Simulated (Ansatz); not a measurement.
**N on W (Tungsten) (110)**

Aim: for W (Tungsten), compare the adsorption sites of N.

Computed with Ansatz 0.2.0 (DFT PBE+D3(BJ), scalar-relativistic, plane waves, PAW, unless a step's input says otherwise).

2 further runs of the same task are left out: 2 set aside as unsound or not needed.

### Step 1. The starting structure

It takes space group Cmm2 (No. 35, orthorhombic). The conventional cell has a = 3.159 Å, b = 4.468 Å, c = 23.702 Å, α = 90.00°, β = 90.00°, γ = 90.00°. Around W (site symmetry mm2) lie 6 W at 2.74 Å. Around W (site symmetry mm2) lie 8 W at 2.74 to 2.75 Å. Around W (site symmetry mm2) lie 8 W at 2.69 to 2.75 Å. Around W (site symmetry mm2) lie 6 W at 2.69 to 2.74 Å.

Structure file:

```cif
data_structure
_symmetry_space_group_name_H-M 'P 1'
_symmetry_Int_Tables_number 1
_cell_length_a 5.4724
_cell_length_b 5.4724
_cell_length_c 23.7023
_cell_angle_alpha 90.000
_cell_angle_beta 90.000
_cell_angle_gamma 109.471
_cell_volume 669.22
loop_
_atom_site_label
_atom_site_type_symbol
_atom_site_fract_x
_atom_site_fract_y
_atom_site_fract_z
_atom_site_occupancy
W1 W 0.25000 0.25000 0.35862 1
W2 W 0.25000 0.75000 0.35862 1
W3 W 0.75000 0.25000 0.35862 1
W4 W 0.75000 0.75000 0.35862 1
W5 W 0.50000 0.50000 0.45287 1
W6 W 0.50000 0.00000 0.45287 1
W7 W 0.00000 0.50000 0.45287 1
W8 W 0.00000 0.00000 0.45287 1
W9 W 0.75000 0.75000 0.54763 1
W10 W 0.75000 0.25000 0.54763 1
W11 W 0.25000 0.75000 0.54763 1
W12 W 0.25000 0.25000 0.54763 1
W13 W 0.00000 0.00000 0.63938 1
W14 W 0.00000 0.50000 0.63938 1
W15 W 0.50000 0.00000 0.63938 1
W16 W 0.50000 0.50000 0.63938 1
```

Planes are indexed in the bulk's conventional cell (Im-3m (No. 229)), a = 3.159 Å, b = 3.159 Å, c = 3.159 Å, α = 90.00°, β = 90.00°, γ = 90.00°.

This (110) slab, 6.7 Å thick as cut, with 17 Å of vacuum, in a 2×2 surface cell; its outer planes are W (top) and W (bottom), was relaxed beforehand with its lower half held: -166153.6201 eV, work function 4.82 eV (top face), 4.90 eV (bottom face), dipole along +c 0.012 e·Å per cell.

### Step 2. N put at a top (W) site

Contents of input.yaml:

```yaml
crystal:
  lattice:
    - [5.4723966476, 0.0, 0.0]
    - [-1.8241322159, 5.1594250385, 0.0]
    - [0.0, 0.0, 25.7022897284]
  atoms:
    - { symbol: W, position: [0.25, 0.25, 0.3307098351] }
    - { symbol: W, position: [0.25, 0.75, 0.3307098351] }
    - { symbol: W, position: [0.75, 0.25, 0.3307098351] }
    - { symbol: W, position: [0.75, 0.75, 0.3307098351] }
    - { symbol: W, position: [0.5, 0.5, 0.4176319187] }
    - { symbol: W, position: [0.5, 0.0, 0.4176319187] }
    - { symbol: W, position: [0.0, 0.5, 0.4176319187] }
    - { symbol: W, position: [0.0, 0.0, 0.4176319187] }
    - { symbol: W, position: [0.75, 0.75, 0.5050172861] }
    - { symbol: W, position: [0.75, 0.25, 0.5050172861] }
    - { symbol: W, position: [0.25, 0.75, 0.5050172861] }
    - { symbol: W, position: [0.25, 0.25, 0.5050172861] }
    - { symbol: W, position: [0.0, 0.0, 0.5896310436] }
    - { symbol: W, position: [0.0, 0.5, 0.5896310436] }
    - { symbol: W, position: [0.5, 0.0, 0.5896310436] }
    - { symbol: W, position: [0.5, 0.5, 0.5896310436] }
    - { symbol: "N", position: [0.0, 0.0, 0.6806735159] }
basis:
  ecutwfc: 420
kpoints:
  mp_grid: { grid: [6, 6, 1] }
hamiltonian:
  xc: pbe
  dispersion: d3bj
scf:
  occupations: { method: gaussian, width: 0.1 }
output:
  forces: true
  eigenvalues: true
relax:
  adjacent_minimum: "off"
  f_tol: 0.03
  max_steps: 70
  constraints: [{ sites: [0, 1, 2, 3, 4, 5, 6, 7] }]
efield:
  axis: 3
  dipole_correction: true
```

Started as:

```console
> ansatz run input.yaml --threads 4 --pin off --max-ram 10240MiB --backend cpu --events-out ev --progress --plain --runs-dir out
```

The session goes on with these runs: N at the hollow (nearest W) site; start: N, bridge (W-W); start: N, hollow over W.

What does the calculation give? Wanted: N: lowest end.

As calculated:

```
     quantity                                                                value
N: lowest end  E_ads -7.37 eV, from the hollow over W start, 2 bonded, 1.11 Å high
```

**Reading.** N binds with 7.37 eV at best, a strong chemical bond when counted from the free atom, not from the element's molecule or solid; the ends span 2.51 eV. It raises the work function by 0.19 eV, as a dipole layer with its negative end outwards does. The slab runs have no spin polarisation, while the free adsorbate has its spin; a moment that survived on the surface would lower E_ads. A start on a symmetric site keeps its symmetry, so an end may be a saddle point and not a minimum. Spin-orbit coupling is left out for W. The final runs have no spin polarisation, so no magnetic state was tried and one may lie lower.
